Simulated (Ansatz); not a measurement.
## Ge: what symmetry allows forces and stress to be

```
CELL_PARAMETERS angstrom
0.18350 2.90914 3.02531
2.90914 0.18350 3.02531
2.95193 2.95193 0.14070
ATOMIC_POSITIONS crystal
Ge 0.49750 0.49750 0.51708
Ge 0.75250 0.75250 0.73292
```

All numbers below come from DFT PBE, scalar-relativistic, plane waves, PAW in Ansatz 0.2.0.

Cutoff 420 eV; k points 12×12×12 on the computed 2-atom cell (Γ-centred); Gaussian smearing, width 0.10 eV; no spin polarisation.

This distorted cell has space group C2/m, with 4 operations.

Task: Without a calculation: in which directions can each atom feel a force?

Result: A force must be left unchanged by every operation that keeps its atom in place, so it lies in the space that those operations leave fixed. Atoms that the group maps onto each other feel forces of one size.
```
atom site symmetry operations at the site equivalent to atom allowed force (Cartesian)
 Ge1              m                       2                   1  in the plane normal to (0.71, -0.71, 0.00)
 Ge2              m                       2                   1  in the plane normal to (0.71, -0.71, 0.00)
```

That leaves 2 independent force components of 6. A relaxation in this cell that keeps the symmetry moves the atoms in these directions alone.

Task: And the stress tensor?

Result: It must be invariant under the point group, which leaves 4 independent components: xx = yy, yz = xz.

Task: Do the computed values obey this?

Result: Yes. Forces (eV/Å):
```
Ge1 -0.422 -0.422  0.771
Ge2  0.422  0.422 -0.771
```

Stress (GPa, compression positive, xx yy zz yz xz xy): 2.05 2.05 -0.70 -1.40 -1.40 -6.70. The program imposes the same operations on density, forces and stress, so this confirms the analysis and is no independent test of the calculation.